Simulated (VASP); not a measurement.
# HgS (F-43m) in VASP: a series of runs

One crystal, HgS, is run at these levels: LDA, PBE; tasks: relaxation of cell and atoms.

Everything below comes from runs of VASP 6.6.1. Logs are shortened: lines on timing, memory, paths and dates and some standing lists are left out, and cuts for length are marked.

## Step 1: Starting point

The structure is cubic, space group F-43m (No. 216). Conventional cell: a = 5.852 Å, b = 5.852 Å, c = 5.852 Å, α = 90.00°, β = 90.00°, γ = 90.00°. Hg (site symmetry -43m) has 4 S at 2.53 Å as nearest neighbours. Around S (site symmetry -43m) lie 4 Hg at 2.53 Å.

The cell was built by a generator and needn't be a form met in nature.

## Step 2: Relaxation of cell and atoms, LDA

INCAR reads:

```
SYSTEM = HgS
  PREC = Accurate
  ENCUT = 600
  EDIFF = 1E-6
  ISMEAR = 0
  SIGMA = 0.03
  LREAL = .False.
  LASPH = .True.
  NELM = 80
  ALGO = Normal
  ISIF = 3
  LWAVE = .False.
  LCHARG = .False.
  GGA = CA
  IBRION = 2
  NSW = 90
  EDIFFG = -0.01
```

KPOINTS reads:

```
regular mesh
0
Gamma
  10 10 10
  0 0 0
```

POSCAR reads:

```
HgS
1.0
    0.0000000000      2.9258500000      2.9258500000
    2.9258500000      0.0000000000      2.9258500000
    2.9258500000      2.9258500000      0.0000000000
Hg S
1 1
Direct
    0.0000000000      0.0000000000      0.0000000000
    0.2500000000      0.2500000000      0.2500000000
```

Potentials or basis: VASP PAW LDA potentials, release 64 (Hg, S).

The run is started by

```sh
> cat potpaw_LDA.64/Hg/POTCAR potpaw_LDA.64/S/POTCAR > POTCAR
> mpirun -np 1 vasp_std > vasp.out
```

OUTCAR:

```text
SYSTEM = HgS
   PREC = Accurate
   ENCUT = 600
   EDIFF = 1E-6
   ISMEAR = 0
   LREAL = .False.
   LASPH = .True.
   NELM = 80
   ISIF = 3
   GGA = CA
   IBRION = 2
   NSW = 90
   EDIFFG = -0.01

 ion  position               nearest neighbor table
   1  0.000  0.000  0.000-   2 2.53   2 2.53   2 2.53   2 2.53
   2  0.250  0.250  0.250-   1 2.53   1 2.53   1 2.53   1 2.53

  LATTYP: Found a face centered cubic cell.
 ALAT       =     5.8517000000

  Lattice vectors:

 A1 = (   0.0000000000,   2.9258500000,   2.9258500000)
 A2 = (   2.9258500000,   0.0000000000,   2.9258500000)
 A3 = (   2.9258500000,   2.9258500000,   0.0000000000)

Analysis of symmetry for initial positions (statically):
=====================================================================
 Subroutine PRICEL returns:
 Original cell was already a primitive cell.

 Routine SETGRP: Setting up the symmetry group for a
 face centered cubic supercell.

 Subroutine GETGRP returns: Found 24 space group operations
 (whereof 24 operations were pure point group operations)
 out of a pool of 48 trial point group operations.

The static configuration has the point symmetry T_d .

Analysis of symmetry for dynamics (positions and initial velocities):
=====================================================================
 Subroutine PRICEL returns:
 Original cell was already a primitive cell.

 Routine SETGRP: Setting up the symmetry group for a
 face centered cubic supercell.

 Subroutine GETGRP returns: Found 24 space group operations
 (whereof 24 operations were pure point group operations)
 out of a pool of 48 trial point group operations.

The dynamic configuration has the point symmetry T_d .

 Subroutine INISYM returns: Found 24 space group operations
 (whereof 24 operations are pure point group operations),
 and found     1 'primitive' translations

----------------------------------------------------------------------------------------

                                     Primitive cell

  volume of cell :      50.0941

  direct lattice vectors                    reciprocal lattice vectors
[... 148 lines left out ...]
  external PRESSURE =      -5.1255425 kB  Pullay stress =       0.0000000 kB

 VOLUME and BASIS-vectors are now :
 -----------------------------------------------------------------------------
  energy-cutoff  :      600.00
  volume of cell :       50.09
      direct lattice vectors                 reciprocal lattice vectors
     0.000000000  2.925850000  2.925850000    -0.170890510  0.170890510  0.170890510
     2.925850000  0.000000000  2.925850000     0.170890510 -0.170890510  0.170890510
     2.925850000  2.925850000  0.000000000     0.170890510  0.170890510 -0.170890510

 POSITION                                       TOTAL-FORCE (eV/Angst)
 -----------------------------------------------------------------------------------
      0.00000      0.00000      0.00000        -0.000000     -0.000000     -0.000000
      1.46293      1.46293      1.46293         0.000000      0.000000      0.000000
 -----------------------------------------------------------------------------------
    total drift:                                0.000000      0.000000      0.000000

  FREE ENERGIE OF THE ION-ELECTRON SYSTEM (eV)
  ---------------------------------------------------
  free  energy   TOTEN  =        -5.9769807568 eV

  energy  without entropy=       -5.9769344778  energy(sigma->0) =       -5.97695762

--------------------------------------- Ionic step        2  -------------------------------------------

 number of electron      18.0000002 magnetization

 Free energy of the ion-electron system (eV)
  ---------------------------------------------------
  ext. energy  EPLUGINS =         0.00000000
  ---------------------------------------------------
  free energy    TOTEN  =        -5.97824454 eV

  energy without entropy =       -5.97819826  energy(sigma->0) =       -5.97822140

 E-fermi :   2.0885     XC(G=0):  -9.7666

 val. band max:        2.0793289951   @ k =   0.0000   0.0000   0.0000
 cond. band min:       2.6288244423   @ k =   0.1000   0.0000   0.0000
 fundamental gap:      0.5494954473
 Fermi energy:         2.0884660306

 k-point     1 :       0.0000    0.0000    0.0000
  band No.  band energies     occupation
      1     -11.2756      2.00000
      2      -5.1652      2.00000
      3      -5.1652      2.00000
      4      -5.1652      2.00000
      5      -4.2279      2.00000
      6      -4.2279      2.00000
      7       1.4723      2.00000
      8       2.0793      1.33334
      9       2.0793      1.33334
     10       2.0793      1.33333
     11       7.9393      0.00000
     12       7.9393      0.00000
     13       7.9393      0.00000
[... 354 lines left out ...]
  band No.  band energies     occupation
      1     -10.6638      2.00000
      2      -5.0637      2.00000
      3      -4.7034      2.00000
      4      -4.6860      2.00000
      5      -4.1839      2.00000
      6      -4.1016      2.00000
      7      -1.9705      2.00000
      8       0.0149      2.00000
      9       0.1734      2.00000
     10       5.0857      0.00000
     11       5.7245      0.00000
     12       9.5623      0.00000
     13      10.5626      0.00000

 [... further k-points ...]
[... 5 lines left out ...]
  --------------------------------------------------------------------------------------
  -------------------------------------------------------------------------------------
  Total        0.0191587      0.0191587      0.0191587      0.0000000      0.0000000      0.0000000
  in kB        0.6199228      0.6199228      0.6199228      0.0000000      0.0000000      0.0000000
  external PRESSURE =       0.6199228 kB  Pullay stress =       0.0000000 kB

 VOLUME and BASIS-vectors are now :
 -----------------------------------------------------------------------------
  energy-cutoff  :      600.00
  volume of cell :       49.52
      direct lattice vectors                 reciprocal lattice vectors
     0.000000000  2.914539842  2.914539842    -0.171553668  0.171553668  0.171553668
     2.914539842  0.000000000  2.914539842     0.171553668 -0.171553668  0.171553668
     2.914539842  2.914539842  0.000000000     0.171553668  0.171553668 -0.171553668

 POSITION                                       TOTAL-FORCE (eV/Angst)
 -----------------------------------------------------------------------------------
      5.82908      2.91454      2.91454        -0.000000     -0.000000     -0.000000
      1.45727      1.45727      1.45727         0.000000      0.000000      0.000000
 -----------------------------------------------------------------------------------
    total drift:                                0.000000      0.000000      0.000000

  FREE ENERGIE OF THE ION-ELECTRON SYSTEM (eV)
  ---------------------------------------------------
  free  energy   TOTEN  =        -5.9782445438 eV

  energy  without entropy=       -5.9781982649  energy(sigma->0) =       -5.97822140

 reached required accuracy - stopping structural energy minimisation
```

Run time: 21 s. Hardware: 1 thread of Intel Xeon 6975P-C (Granite Rapids), shared host; peak memory 0.19 GiB.

What came out:

```yaml
Free_energy: -5.9782 eV
Relaxed_volume: 24.76 Å³/atom
Relaxed_cell: a = 4.122 Å, b = 4.122 Å, c = 4.122 Å, α = 60.00°, β = 60.00°, γ = 60.00°
Space_group_after_relaxing_to_0.05_Å: F-43m (No. 216)
Energy_gained_by_relaxing: 0.6 meV/atom
Ionic_steps: 2
Pressure_after_relaxing: 0.1 GPa
Band_gap_on_the_k_mesh: none (metal or under the smearing width)
```

The path:
| step | energy change (eV) | largest force (eV/Å) | pressure (GPa) | volume (Å³) |
| --- | --- | --- | --- | --- |
| 1 | 0.0000 | 0.0000 | -0.51 | 50.09 |
| 2 | -0.0013 | 0.0000 | 0.06 | 49.52 |

Final structure:
```
Hg S
1.0
     0.00000    2.91454    2.91454
     2.91454    0.00000    2.91454
     2.91454    2.91454    0.00000
Hg S
1 1
Direct
  0.00000 0.00000 0.00000
  0.25000 0.25000 0.25000
```

The run has no spin-orbit coupling, so splittings on Hg are missing.

## Step 3: Relaxation of cell and atoms, LDA

This run uses another cell than the first one, of 24.76 Å³/atom, 0.988 times its volume.

Edit INCAR of step 2 so:

```diff
@@ -3,3 +3,3 @@
   ENCUT = 600
-  EDIFF = 1E-6
+  EDIFF = 1E-7
   ISMEAR = 0
@@ -16,2 +16,2 @@
   NSW = 90
-  EDIFFG = -0.01
+  EDIFFG = -0.005
```

KPOINTS is that of step 2.

POSCAR reads:

```
HgS                                     
1.0
    0.0000000000      2.9145398419      2.9145398419
    2.9145398419      0.0000000000      2.9145398419
    2.9145398419      2.9145398419      0.0000000000
  Hg              S             
     1     1
Direct
     0.0000000000000000    1.0000000000000000    1.0000000000000000
     0.2500000000000000    0.2500000000000000    0.2500000000000000
```

Potentials or basis: VASP PAW LDA potentials, release 64 (Hg, S).

The run is started by

```sh
> cat potpaw_LDA.64/Hg/POTCAR potpaw_LDA.64/S/POTCAR > POTCAR
> mpirun -np 1 vasp_std > vasp.out
```

OUTCAR:

```text
SYSTEM = HgS
   PREC = Accurate
   ENCUT = 600
   EDIFF = 1E-7
   ISMEAR = 0
   LREAL = .False.
   LASPH = .True.
   NELM = 80
   ISIF = 3
   GGA = CA
   IBRION = 2
   NSW = 90
   EDIFFG = -0.005

 ion  position               nearest neighbor table
   1  0.000  0.000  0.000-   2 2.52   2 2.52   2 2.52   2 2.52
   2  0.250  0.250  0.250-   1 2.52   1 2.52   1 2.52   1 2.52

  LATTYP: Found a face centered cubic cell.
 ALAT       =     5.8290796838

  Lattice vectors:

 A1 = (   0.0000000000,   2.9145398419,   2.9145398419)
 A2 = (   2.9145398419,   0.0000000000,   2.9145398419)
 A3 = (   2.9145398419,   2.9145398419,   0.0000000000)

Analysis of symmetry for initial positions (statically):
=====================================================================
 Subroutine PRICEL returns:
 Original cell was already a primitive cell.

 Routine SETGRP: Setting up the symmetry group for a
 face centered cubic supercell.

 Subroutine GETGRP returns: Found 24 space group operations
 (whereof 24 operations were pure point group operations)
 out of a pool of 48 trial point group operations.

The static configuration has the point symmetry T_d .

[... 171 lines left out ...]
  Total        0.0596889      0.0596889      0.0596889      0.0000000      0.0000000      0.0000000
  in kB        1.9313653      1.9313653      1.9313653      0.0000000      0.0000000      0.0000000
  external PRESSURE =       1.9313653 kB  Pullay stress =       0.0000000 kB
[... 59 lines left out ...]
--------------------------------------- Ionic step        3  -------------------------------------------

 number of electron      18.0000001 magnetization

 Free energy of the ion-electron system (eV)
  ---------------------------------------------------
  ext. energy  EPLUGINS =         0.00000000
  ---------------------------------------------------
  free energy    TOTEN  =        -5.97818038 eV

  energy without entropy =       -5.97813410  energy(sigma->0) =       -5.97815724

 E-fermi :   2.0775     XC(G=0):  -9.7619

 val. band max:        2.0683880572   @ k =   0.0000   0.0000   0.0000
 cond. band min:       2.6171807438   @ k =   0.1000   0.0000   0.0000
 fundamental gap:      0.5487926866
 Fermi energy:         2.0775250924

 k-point     1 :       0.0000    0.0000    0.0000
  band No.  band energies     occupation
      1     -11.2784      2.00000
      2      -5.1692      2.00000
      3      -5.1692      2.00000
      4      -5.1692      2.00000
      5      -4.2339      2.00000
      6      -4.2339      2.00000
      7       1.4600      2.00000
      8       2.0684      1.33334
      9       2.0684      1.33334
     10       2.0684      1.33333
     11       7.9300      0.00000
     12       7.9300      0.00000
     13       7.9300      0.00000
[... 354 lines left out ...]
  band No.  band energies     occupation
      1     -10.6679      2.00000
      2      -5.0671      2.00000
      3      -4.7083      2.00000
      4      -4.6909      2.00000
      5      -4.1898      2.00000
      6      -4.1080      2.00000
      7      -1.9785      2.00000
      8       0.0077      2.00000
      9       0.1661      2.00000
     10       5.0730      0.00000
     11       5.7153      0.00000
     12       9.5510      0.00000
     13      10.5500      0.00000

 [... further k-points ...]
[... 5 lines left out ...]
  --------------------------------------------------------------------------------------
  -------------------------------------------------------------------------------------
  Total       -0.0084923     -0.0084923     -0.0084923      0.0000000     -0.0000000     -0.0000000
  in kB       -0.2745041     -0.2745041     -0.2745041      0.0000000     -0.0000000     -0.0000000
  external PRESSURE =      -0.2745041 kB  Pullay stress =       0.0000000 kB
[... 17 lines left out ...]
  FREE ENERGIE OF THE ION-ELECTRON SYSTEM (eV)
  ---------------------------------------------------
  free  energy   TOTEN  =        -5.9781803795 eV

  energy  without entropy=       -5.9781341006  energy(sigma->0) =       -5.97815724

 reached required accuracy - stopping structural energy minimisation
```

Run time: 28 s. Hardware: 1 thread of Intel Xeon 6975P-C (Granite Rapids), shared host; peak memory 0.19 GiB.

Results:

```
Free energy                            : -5.9782 eV
Relaxed volume                         : 24.78 Å³/atom
Relaxed cell                           : a = 4.123 Å, b = 4.123 Å, c = 4.123 Å, α = 60.00°, β = 60.00°, γ = 60.00°
Space group after relaxing (to 0.05 Å) : F-43m (No. 216)
Energy gained by relaxing              : 0.0 meV/atom
Ionic steps                            : 3
Pressure after relaxing                : 0.0 GPa
Band gap on the k mesh                 : none (metal or under the smearing width)
```

Final structure:
```
Hg S
1.0
     0.00000    2.91554    2.91554
     2.91554    0.00000    2.91554
     2.91554    2.91554    0.00000
Hg S
1 1
Cartesian
  0.0000 0.0000 0.0000
  1.4578 1.4578 1.4578
```

Levels at points of the mesh, in eV from the Fermi level:
```tsv
k point	band 5	band 6	band 7	band 8	band 9	band 10	band 11	band 12	band 13
(0.00, 0.00, 0.00)	-6.31	-6.31	-0.62	-0.01	-0.01	-0.01	5.85	5.85	5.85
(0.50, 0.00, 0.00)	-6.24	-5.90	-5.71	-1.02	-1.02	1.44	6.61	6.61	6.72
(0.50, 0.50, 0.00)	-6.15	-5.87	-5.00	-2.43	-2.43	3.12	3.16	8.28	10.12
```

## Step 4: Relaxation of cell and atoms, PBE

INCAR reads:

```
SYSTEM = HgS
ALGO = Normal ; EDIFF = 1E-6
EDIFFG = -0.01 ; ENCUT = 600
GGA = PE ; IBRION = 2
ISIF = 3 ; ISMEAR = 0
LASPH = .TRUE. ; LCHARG = .FALSE.
LREAL = .FALSE. ; LWAVE = .FALSE.
NELM = 80 ; NSW = 90
PREC = Accurate ; SIGMA = 0.03
```

KPOINTS reads:

```
k-points
0
G
  10 10 10
  0 0 0
```

POSCAR reads:

```
HgS
1.0
    0.0000000000      2.9258500000      2.9258500000
    2.9258500000      0.0000000000      2.9258500000
    2.9258500000      2.9258500000      0.0000000000
Hg S
1 1
Direct
    0.0000000000      0.0000000000      0.0000000000
    0.2500000000      0.2500000000      0.2500000000
```

Potentials or basis: VASP PAW PBE potentials, release 64 (Hg, S).

The run is started by

```sh
> cat potpaw_PBE.64/Hg/POTCAR potpaw_PBE.64/S/POTCAR > POTCAR
> mpirun -np 1 vasp_std > vasp.out
```

Run time: 1.7 min. Hardware: 1 thread of Intel Xeon Platinum 8259CL at 2.50GHz (Skylake/Cascade Lake), shared host; peak memory 0.23 GiB.

It converged, with:

| Property | Result |
| --- | --- |
| Free energy | -4.5552 eV |
| Relaxed volume | 26.99 Å³/atom |
| Relaxed cell | a = 4.242 Å, b = 4.242 Å, c = 4.242 Å, α = 60.00°, β = 60.00°, γ = 60.00° |
| Space group after relaxing (to 0.05 Å) | F-43m (No. 216) |
| Energy gained by relaxing | 26.4 meV/atom |
| Ionic steps | 3 |
| Pressure after relaxing | 0.0 GPa |
| Band gap on the k mesh | none (metal or under the smearing width) |

Step by step:
```csv
step,energy change (eV),largest force (eV/Å),pressure (GPa),volume (Å³)
1,0.0000,0.0000,4.73,50.09
2,-0.0455,0.0000,-1.38,55.65
3,-0.0527,0.0000,0.04,53.99
```

Final structure:
```
Hg S
1.0
     0.00000    2.99979    2.99979
     2.99979    0.00000    2.99979
     2.99979    2.99979    0.00000
Hg S
1 1
Cartesian
  0.0000 0.0000 0.0000
  1.4999 1.4999 1.4999
```

Levels at points of the mesh, in eV from the Fermi level:
```tsv
k point	band 7	band 8	band 9	band 10	band 11	band 12
(0.00, 0.00, 0.00)	-0.55	-0.01	-0.01	-0.01	6.12	6.12
(0.50, 0.00, 0.00)	-5.01	-0.85	-0.85	1.56	6.78	6.80
(0.50, 0.50, 0.00)	-4.54	-2.04	-2.04	3.10	3.57	8.43
```

The run has no spin-orbit coupling, so splittings on Hg are missing.

(Continued in part 2 of 2.)
